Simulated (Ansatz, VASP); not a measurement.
## C: VASP beside Ansatz

Wanted: the spread between two codes on one cell, functional and k mesh. The structure shown is the start of the Ansatz relaxation below; VASP solves that cell, so the two are compared at the walk's first step.

Method: plane waves, with VASP 6.6.1 beside it; single point at PBEsol, in Ansatz 0.2.0.

### 1. Starting point

The cell holds 2 atoms: 2 C. Cell: a = 2.409 Å, b = 2.446 Å, c = 23.800 Å, α = 90.0°, β = 90.0°, γ = 119.5°. Vacuum lies along c.

### 2. Ansatz: relaxation, PBEsol

Ansatz runs on its PAW soft_1 files.

The two programs are compared at the cell with which this relaxation starts, whose forces are those of its first step.

The input, input.yaml:

```yaml
crystal:
  lattice:
    - [2.4094759837, 0.0, 0.0]
    - [-1.2047379918, 2.1292524609, 0.0]
    - [0.0, 0.0, 23.8]
  atoms:
    - { symbol: C, position: [0.3335901444, 0.6671802888, 0.4201680672] }
    - { symbol: C, position: [0.6664098556, 0.3328197112, 0.4201680672] }
  periodic: [true, true, false]
kpoints:
  mp_grid: { grid: [24, 24, 1] }
hamiltonian:
  xc: pbesol
  pseudopotentials: { kind: paw, azcp: { folder: soft_1 }, xc_functional: pbe }
scf:
  occupations: { method: methfessel_paxton, width: 0.2 }
output:
  forces: true
  stress: true
  eigenvalues: true
relax:
  adjacent_minimum: "off"
  f_tol: 0.001
  max_steps: 60
```

Launch:

```sh
$ ansatz run input.yaml --threads 4 --pin off --max-ram 16384MiB --backend cpu --events-out ev --progress --plain --runs-dir out
```

Numbers of over 12 decimals in the logs are rounded to 6 here.

The program printed:

```text
Warning: output.stress: scf.convergence.dr2_threshold = 1e-9 eV (the default of a walk held to its f_tol) is looser than the 2e-10 eV advised for a printed stress (1e-10 eV for each atom of the cell: 2). What an SCF threshold leaves in a stress goes as its square root, and in the free energy as the threshold itself, and one threshold admits the most on a small cell: [figures from the program's tests cut] Every solve  [...]
Engine: ansatz 0.2.0, aarch64-unknown-linux-gnu
Pseudopotentials: kind: paw
Pseudopotential: C, paw, valence charge 4, recommended cutoff 420 eV (normal), soft_1/C.paw.azcp
Functional definition: PBEsol
  exchange = pbesol_x
  correlation = pbesol_c
Crystal: 2 atoms, lattice volume = 122.103 Å³
Basis set: ecut = 420 eV, 2309 PW (Γ), exchange–correlation on 36×36×320 points (8 copies of the dense FFT grid, shifted against one another)
Bands: 8, of which v1, the nominal top of the filled ones, is band 4 counted from 1 (3 counted from 0)
Symmetry: 8 space group operations
Space group: Cmmm (ITA 65), of the structure as read, at distance tolerance 5.0e-5 Å
k-points: 157 of 576
Non-local potential: C, projectors of the file, l = 0: 2, l = 1: 2, l = 2: 1
PAW form: soft (Blöchl's): semilocal exchange-correlation on the pseudo side does not see the compensation charge
PAW frozen core: C, regenerated for the run's functional, and the local potential with it (the file was generated under x = pbe(κ = 0.804, μ = 0.219515), c = pbe(β = 0.066725))
PAW one-centre angular grid: C, 110 points (default); XC on 64 Gauss nodes
Initial density: superposition of atomic densities (neutral atoms: chi_scale 0, normalization atom)
Initial wavefunctions: pseudopotential atomic-orbital guess
Functional: x = pbesol(κ = 0.804, μ = 0.123457), c = pbesol(β = 0.046)
SCF iter   1: F=—  HF=-494.627422 eV  |F-HF|=—  |Δ(HF+E_count)|=         —  Δρ=5.05e-2  dr2=2.83e0  ethr=3.10e-3  ⟨swp⟩=8.4  Hψ=13217  notcnv=0
preconditioner: auto → none  [insulator: Δε(μ)=0.268 eV  Ē_g=18.996 eV  σ=0.200 eV  W_gap=0.90  n_scr=12 (ndim 8)  ℏωp=9.5 eV  f_vac=0.800  D(μ)=0.03/eV (n_scr^D=0)  ε∞_Penn≈1.3]
SCF iter   2: F=—  HF=-493.428892 eV  |F-HF|=—  |Δ(HF+E_count)|=    1.20e0  S|Δr|=    0.00e0  Δρ=1.77e-2  dr2=2.26e-1  ethr=3.10e-3  ⟨swp⟩=4.0  Hψ=4596  notcnv=0
SCF iter   3: F=—  HF=-493.353806 eV  |F-HF|=—  |Δ(HF+E_count)|=   7.51e-2  S|Δr|=    0.00e0  Δρ=3.34e-3  dr2=4.28e-3  ethr=2.82e-3  ⟨swp⟩=3.5  Hψ=3649  notcnv=0
SCF iter   4: F=—  HF=-493.353802 eV  |F-HF|=—  |Δ(HF+E_count)|=   4.48e-6  S|Δr|=    0.00e0  Δρ=2.51e-4  dr2=1.20e-4  ethr=5.35e-5  ⟨swp⟩=2.9  Hψ=2532  notcnv=0
SCF iter   5: F=—  HF=-493.353754 eV  |F-HF|=—  |Δ(HF+E_count)|=   4.76e-5  S|Δr|=    0.00e0  Δρ=3.07e-5  dr2=5.31e-7  ethr=1.50e-6  ⟨swp⟩=3.0  Hψ=2194  notcnv=0
SCF iter   6: F=—  HF=-493.353760 eV  |F-HF|=—  |Δ(HF+E_count)|=   5.33e-6  S|Δr|=    0.00e0  Δρ=6.23e-6  dr2=2.48e-8  ethr=1.25e-9  ⟨swp⟩=13.6  Hψ=13762  notcnv=0
iter 7 did not close the SCF: its close was put off until two iterations running show no level that it waits for move by more than its bar (scf_convergence_deferred on its scf_iter line)
SCF iter   7: F=-493.353760 eV  HF=-493.353760 eV  |F-HF|=2.51e-10  |Δ(HF+E_count)|=   1.08e-8  S|Δr|=    0.00e0  Δρ=7.90e-7  dr2=5.69e-10  ethr=3.10e-10  ⟨swp⟩=4.0  Hψ=6092  notcnv=0
SCF iter   8: F=-493.353760 eV  HF=-493.353760 eV  |F-HF|=2.27e-13  |Δ(HF+E_count)|=  1.10e-10  S|Δr|=    0.00e0  Δρ=9.83e-8  dr2=7.07e-12  ethr=7.11e-12  ⟨swp⟩=2.5  Hψ=5221  notcnv=0
SCF 1 converged in 8 iterations: F = -493.353760 eV  dr2 = 7.07e-12
  greatest PAW one-centre occupation: 0.679 electrons in one spin orbital (limit 2), on the C atom at site 1 (counted from 0), in its partial waves of l = 0
relax step   1: F+E_penalty+E_count = -493.35375957 eV  Δ(F+E_penalty+E_count) = +0.000e0 eV  max|allowed force component| = 1.450e-1 eV/Å  Δτ_max = 0.0000 Å  (8 SCF iters, dr2 threshold 1.00e-7 eV, accepted)
[...]
relax step   2: F+E_penalty+E_count = -493.35388595 eV  Δ(F+E_penalty+E_count) = -1.264e-4 eV  max|allowed force component| = 8.237e-2 eV/Å  Δτ_max = 0.0006 Å  (2 SCF iters, dr2 threshold 1.31e-6 eV, accepted)
[...]
relax step   3: F+E_penalty+E_count = -493.35394237 eV  Δ(F+E_penalty+E_count) = -5.642e-5 eV  max|allowed force component| = 4.286e-3 eV/Å  Δτ_max = 0.0007 Å  (3 SCF iters, dr2 threshold 4.24e-7 eV, accepted)
[...]
relax step   4: F+E_penalty+E_count = -493.35394253 eV  Δ(F+E_penalty+E_count) = -1.582e-7 eV  max|allowed force component| = 1.713e-4 eV/Å  Δτ_max = 0.0000 Å  (3 SCF iters, accepted)
SCF converged after 3 iterations
Stability not checked: this state was not tested for a lower state beside it, because cold or Methfessel-Paxton smearing, or corrected tetrahedra, fill the levels in a way that the test cannot read (fill_not_monotonic; see scf.lower_state_search)
Free energy (F): -493.353943 eV
Harris-Foulkes:  -493.353943 eV  (|F-HF|=5.87e-11)
Internal energy: -493.353796 eV  (E = F + TS)
E sigma→0 (E₀):  -493.353906 eV
Entropy (-TS):   -0.000146 eV (-0.073 meV/atom)
Fermi energy:    -4.217363 eV
Step filling:    the computed levels leave a gap of 0.2026 eV = 1.0 smearing widths at the electron count; against every level under it full and every level over it empty, smearing changes F+E_penalty+E_count by +0.030 meV and its σ→0 estimate by +0.067 meV
--- Per-component energies (eV) ---
  E_band       = -107.959468
  E_kinetic    = 178.746850
  E_local      = -6290.311312  (includes V_loc(G=0)·N_el)
  E_nonlocal   = 47.445014
  E_hartree    = 3043.998716
  E_xc         = -93.560209
  E_vxc        = -115.666131  (∫ρ·V_xc dr)
  E_paw        = -192.639617  (= ΣΔE_a)
  E_vpaw       = -16.171361  (= ΣTr[D̂ρ^β])
  E_aug_tail   = 0.000029  (compensation charges beyond the density's cutoff)
  E_ewald      = 2812.924532
  E_core_change = 0.042201  (= ΣΔE_core)
  E_smearing   = -0.000146  (= −TS)
  E_closure    = 0.000000  (closes the sum)
  Σ components = -493.353943   (vs F -493.353943, Δ=0.00e0)
--- Forces (eV/Å), atoms counted from 1 ---
  atom   1  C     -0.00000000    -0.00017132    -0.00000000
  atom   2  C      0.00000000     0.00017132     0.00000000
  max |Σ_I F_I| component: 0.00e0 eV/Å
--- 2D stress c σ (N/m, compression-positive) ---
        7.484147      -0.000000       0.000000
       -0.000000       1.492623       0.000000
        0.000000       0.000000       0.000000
  P = ½ c Tr σ = 4.4884 N/m
--- Band table (eV; the first three rows and the last of 157) ---
  k-point 0: bands = ["-24.0218", "-12.1387", "-7.3308", "-7.0754", "-0.9338 (-0.9341°)", "-0.1533 (-0.1727°)", "0.4924", "0.7680"]
  k-point 1: bands = ["-23.9808", "-12.0889", "-7.5075", "-7.1645", "-0.8781 (-0.8784°)", "-0.0964 (-0.1158°)", "0.5496", "0.8251"]
  k-point 2: bands = ["-23.8577", "-11.9398", "-8.0091", "-7.4138", "-0.7109 (-0.7112°)", "0.0742 (0.0551°)", "0.7213", "0.9963"]
  k-point 156: bands = ["-19.5280", "-14.8912", "-13.3822", "-6.9713", "-1.3496", "5.3049 (5.3048°)", "5.9562", "6.9265"]
  ° read free of the cell's end (the report's vacuum.weakly_bound_levels)
--- Relaxed structure (4 steps of the walk, 4 accepted, 0 SCFs on fresh bases) ---
  F+E_penalty+E_count = -493.35394253 eV   max|allowed force component| = 1.713e-4 eV/Å
  cell:  # Å, volume = 122.1031 Å³
    - [2.4094759837, -2.8290175854682882e-11, 0.0]
    - [-1.204737991825, 2.129252, 0.0]
    - [0.0, 0.0, 23.8]
  atoms:
    - { symbol: C, position: [0.333887, 0.667773, 0.420168] }
    - { symbol: C, position: [0.666113, 0.332227, 0.420168] }
```

### 3. VASP: single point, PBEsol, start cell, pair 1

The same cell, functional, mesh and smearing now go to VASP, with its own data sets.

Lines of VASP's logs that name or quote its potential files are left out, and so is its time.

The input, INCAR:

```
SYSTEM = C
PREC = Accurate
ENCUT = 520
EDIFF = 1E-06
NELM = 120
ISMEAR = 1
SIGMA = 0.2
LREAL = .FALSE.
ALGO = Normal
GGA = PS
NBANDS = 10
LORBIT = 11
LWAVE = .FALSE.
LCHARG = .FALSE.
ISIF = 2
LDIPOL = .TRUE.
IDIPOL = 3
DIPOL = 0.5 0.5 0.42
LVHAR = .TRUE.
LASPH = .TRUE.
GGA_COMPAT = .FALSE.
EFERMI = MIDGAP
NELMDL = -8
KPAR = 2
```

The input, POSCAR:

```
C
1.0
    2.4094759837      0.0000000000      0.0000000000
   -1.2047379918      2.1292524609      0.0000000000
    0.0000000000      0.0000000000     23.8000000000
C
2
Direct
    0.3335900789      0.6671801578      0.4201680672
    0.6664098095      0.3328196190      0.4201680672
```

The input, KPOINTS:

```
Automatic mesh
0
Gamma
24 24 1
0 0 0
```

The projector-augmented-wave data sets are C (PBE family, release 64).

Launch:

```sh
$ mpirun -np 2 vasp_std
```

The program printed:

```text
[banner, memory and clock lines left out]
running    2 mpi-ranks, on    1 nodes
 distrk:  each k-point on    1 cores,    2 groups
 distr:  one band on    1 cores,    1 groups

 POSCAR found type information on POSCAR C
 POSCAR found :  1 types and       2 ions
|                                                                             |
|               ----> ADVICE to this user running VASP <----                  |
|                                                                             |
|     You enforced a specific xc type in the INCAR file but a different       |
|     [... a line on the potential file left out ...]
|     I HOPE YOU KNOW WHAT YOU ARE DOING!                                     |
|                                                                             |

 LDA part: xc-table for (Slater+PW92), standard interpolation
 POSCAR, INCAR and KPOINTS ok, starting setup
 FFT: planning ... GRIDC
 FFT: planning ... GRID_SOFT
 FFT: planning ... GRID
 WAVECAR not read
 entering main loop
       N       E                     dE             d eps       ncg     rms          rms(c)
DAV:   1     0.575186607289E+02    0.57519E+02   -0.32965E+03  3260   0.569E+02
DAV:   2    -0.152014246382E+02   -0.72720E+02   -0.60821E+02  4456   0.119E+02
DAV:   3    -0.206172013347E+02   -0.54158E+01   -0.53180E+01  4572   0.447E+01
DAV:   4    -0.206726364621E+02   -0.55435E-01   -0.55426E-01  4994   0.474E+00
DAV:   5    -0.206728279953E+02   -0.19153E-03   -0.19152E-03  4500   0.240E-01
DAV:   6    -0.206728302096E+02   -0.22143E-05   -0.22141E-05  4910   0.207E-02
DAV:   7    -0.206728302266E+02   -0.16992E-07   -0.16586E-07  4730   0.140E-03
DAV:   8    -0.206728302266E+02   -0.28763E-10   -0.80792E-10  4856   0.904E-05    0.668E+00
DAV:   9    -0.196501584344E+02    0.10227E+01   -0.94110E-01  3766   0.577E+00    0.390E+00
DAV:  10    -0.192630321195E+02    0.38713E+00   -0.12625E+00  4326   0.660E+00    0.959E-01
DAV:  11    -0.192580843416E+02    0.49478E-02   -0.25325E-02  4138   0.108E+00    0.120E-01
DAV:  12    -0.192570895677E+02    0.99477E-03   -0.78059E-04  4492   0.166E-01    0.864E-02
DAV:  13    -0.192546390517E+02    0.24505E-02   -0.47724E-03  3996   0.283E-01    0.775E-02
DAV:  14    -0.192549484681E+02   -0.30942E-03   -0.92525E-05  4322   0.566E-02    0.340E-02
DAV:  15    -0.192554625744E+02   -0.51411E-03   -0.23299E-04  3910   0.743E-02    0.256E-02
DAV:  16    -0.192558706861E+02   -0.40811E-03   -0.31375E-05  4088   0.286E-02    0.785E-03
DAV:  17    -0.192564102706E+02   -0.53958E-03   -0.63450E-05  3738   0.305E-02    0.598E-03
DAV:  18    -0.192565762281E+02   -0.16596E-03   -0.12111E-05  3798   0.131E-02    0.146E-03
DAV:  19    -0.192565952325E+02   -0.19004E-04   -0.56969E-07  3998   0.344E-03    0.975E-04
DAV:  20    -0.192566096275E+02   -0.14395E-04   -0.26526E-07  3642   0.236E-03    0.110E-03
DAV:  21    -0.192566117598E+02   -0.21323E-05   -0.14074E-08  4100   0.707E-04    0.182E-04
DAV:  22    -0.192566139371E+02   -0.21773E-05   -0.25356E-08  3348   0.602E-04    0.195E-04
DAV:  23    -0.192566140694E+02   -0.13233E-06   -0.56323E-10  4116   0.134E-04
   1 F= -.19256614E+02 E0= -.19256588E+02  d E =-.780137E-04
```

OUTCAR, selected parts (step 3):

```text
ion  position               nearest neighbor table
   1  0.334  0.667  0.420-   2 1.40   2 1.40   2 1.42
   2  0.666  0.333  0.420-   1 1.40   1 1.40   1 1.42

  LATTYP: Found a base centered orthorhombic cell.
 ALAT       =     2.4094759837
 B/A-ratio  =     1.7673987832
 C/A-ratio  =     9.8776664142

 Subroutine GETGRP returns: Found  8 space group operations
 (whereof  4 operations were pure point group operations)

The static configuration has the point symmetry C_2v.
 The point group associated with its full space group is D_2h.

 Found    157 irreducible k-points:

   k-points           NKPTS =    157   k-points in BZ     NKDIM =    157   number of bands    NBANDS=     10

   dimension x,y,z NGX =    18 NGY =   18 NGZ =  180
   dimension x,y,z NGXF=    36 NGYF=   36 NGZF=  360

   ENCUT  =  520.0 eV  38.22 Ry    6.18 a.u.   4.48  4.55 44.25*2*pi/ulx,y,z

   NELECT =       8.0000    total number of electrons

 k-points in reciprocal lattice and weights: Automatic mesh
   0.00000000  0.00000000  0.00000000       0.002
   0.04166667  0.00000000  0.00000000       0.007
   0.08333333 -0.00000000  0.00000000       0.007
   0.12500000  0.00000000  0.00000000       0.007
   0.16666667  0.00000000  0.00000000       0.007
   0.20833333  0.00000000  0.00000000       0.007
   0.25000000  0.00000000  0.00000000       0.007
   0.29166667  0.00000000  0.00000000       0.007
   0.33333333  0.00000000  0.00000000       0.007
[...]
0.08333333  0.45833333  0.00000000       0.003
   0.00000000  0.50000000  0.00000000       0.002

 dipolmoment           0.000000      0.000000      0.000001 electrons x Angstroem

 average (electrostatic) potential at core
       1 -58.3684       2 -58.3684

 E-fermi :  -2.9320

 k-point     1 :       0.0000    0.0000    0.0000
  band No.  band energies     occupation
      1     -22.7340      2.00000
      2     -10.8502      2.00000
      3      -6.0081      2.00000
      4      -5.8322      2.00000
      5       0.3497     -0.00000
      6       1.1317      0.00000
      7       1.3564      0.00000
      8       1.9588      0.00000
      9       2.2983      0.00000
    ...

 k-point     2 :       0.0417    0.0000    0.0000
  band No.  band energies     occupation
      1     -22.6915      2.00000
      2     -10.7988      2.00000
      3      -6.1236      2.00000
      4      -5.9820      2.00000
      5       0.4073     -0.00000
      6       1.1903      0.00000
      7       1.4157      0.00000
      8       2.0177      0.00000
      9       2.3571      0.00000
    ...

 k-point     3 :       0.0833   -0.0000    0.0000
  band No.  band energies     occupation
      1     -22.5643      2.00000
      2     -10.6452      2.00000
      3      -6.5405      2.00000
      4      -6.3160      2.00000
      5       0.5802     -0.00000
      6       1.3663      0.00000
      7       1.5936      0.00000
      8       2.1944      0.00000
      9       2.5335      0.00000
    ...

  Total        2.5635530      0.5718346     -0.0108578      0.0000000      0.0000000      0.0000000
  in kB       33.6376898      7.5033342     -0.1424706      0.0000000      0.0000000      0.0000000
  external PRESSURE =      13.6661844 kB  Pullay stress =       0.0000000 kB

  energy-cutoff  :      520.00
  volume of cell :      122.10
      direct lattice vectors                 reciprocal lattice vectors
     2.409475984  0.000000000  0.000000000     0.415028001  0.234824197  0.000000000
    -1.204737992  2.129252461  0.000000000     0.000000000  0.469648395  0.000000000
     0.000000000  0.000000000 23.800000000     0.000000000  0.000000000  0.042016807

 POSITION                                       TOTAL-FORCE (eV/Angst)
 -----------------------------------------------------------------------------------
      0.00000      1.42059     10.00000         0.000000      0.149482      0.000000
      1.20474      0.70866     10.00000        -0.000000     -0.149482      0.000000
 -----------------------------------------------------------------------------------
    total drift:                               -0.000000      0.000088      0.000001

  FREE ENERGIE OF THE ION-ELECTRON SYSTEM (eV)
  ---------------------------------------------------
  free  energy   TOTEN  =       -19.2566140694 eV

  energy  without entropy=      -19.2565360557  energy(sigma->0) =      -19.25658806

 vacuum level on the upper side and lower side of the slab         1.284         1.284

 total charge
# of ion       s       p       d       tot
------------------------------------------
    1        0.868   1.822   0.000   2.690
    2        0.868   1.822   0.000   2.690
--------------------------------------------------
tot          1.736   3.644   0.000   5.380

[... 3 further parts left out ...]
```

Methfessel-Paxton smearing is not meant for a cell with a gap.

### 4. Side by side

Known differences besides the potentials themselves: Ansatz cuts the interaction across the vacuum, VASP repeats the sheet with a dipole correction; the cutoff is 420 eV in Ansatz and 520 eV in VASP; Ansatz makes its cores anew for this functional, VASP keeps those of its PBE data sets. Total energies have different zeros and are not compared.

Forces (eV/Å; atoms numbered as in POSCAR):

```
atom        Ansatz x, y, z          VASP x, y, z
  C1   0.000, 0.145, 0.000   0.000, 0.149, 0.000
  C2  0.000, -0.145, 0.000  0.000, -0.149, 0.000
```

The forces differ by 2.6 meV/Å r.m.s., which is 3.0 % of the r.m.s. force of 0.086 eV/Å (both taken over all components). With vacuum in the cell, a pressure given here is an average over mostly empty space and none of the material.

### 5. Ansatz: relaxation, PBEsol

The two programs are compared at the cell with which this relaxation starts, whose forces are those of its first step.

The structure compared here is the start of the Ansatz relaxation; VASP solves that cell, so the two are compared at the walk's first step.

input.yaml, the sections that differ from step 2:

```yaml
crystal:
  lattice:
    - [2.3848894941, 0.0, 0.0]
    - [-1.192444747, 2.1292524609, 0.0]
    - [0.0, 0.0, 23.8]
  atoms:
    - { symbol: C, position: [0.3338866852, 0.6677733703, 0.4201680672] }
    - { symbol: C, position: [0.6661133148, 0.3322266297, 0.4201680672] }
  periodic: [true, true, false]
# kpoints, hamiltonian, scf, output, relax: as in step 2
```

Launch:

```sh
$ ansatz run input.yaml --threads 4 --pin off --max-ram 16384MiB --backend cpu --events-out ev --progress --plain --runs-dir out
```

The program printed:

```text
[...]
Crystal: 2 atoms, lattice volume = 120.857 Å³
Basis set: ecut = 420 eV, 2283 PW (Γ), exchange–correlation on 32×36×320 points (8 copies of the dense FFT grid, shifted against one another)
Bands: 8, of which v1, the nominal top of the filled ones, is band 4 counted from 1 (3 counted from 0)
Symmetry: 8 space group operations
[...]
--- Relaxed structure (4 steps of the walk, 4 accepted, 0 SCFs on fresh bases) ---
  F+E_penalty+E_count = -493.32291373 eV   max|allowed force component| = 1.890e-4 eV/Å
  cell:  # Å, volume = 120.8572 Å³
    - [2.3848894941, -2.800141652607911e-11, 0.0]
    - [-1.192444747025, 2.129252, 0.0]
    - [0.0, 0.0, 23.8]
  atoms:
    - { symbol: C, position: [0.334224, 0.668448, 0.420168] }
    - { symbol: C, position: [0.665776, 0.331552, 0.420168] }
[key lines of the parts left out:]
SCF converged after 3 iterations
Free energy (F): -493.322914 eV
Fermi energy:    -4.170807 eV
P = ½ c Tr σ = 6.9269 N/m
```

[end of part 1 of 2]

[Lines on the potential files, build, host, timing and source positions are cut from VASP's logs without a mark.]

[Logs are printed without paths, hosts, clocks, repeated set-up lines and the standing remarks that a program may print on its own settings, such as how far it seeks lower states.]

[Hosts, paths, dates, database ids (printed as entryN), source tags and the programs' standing remarks are cut or masked in the printed files.]
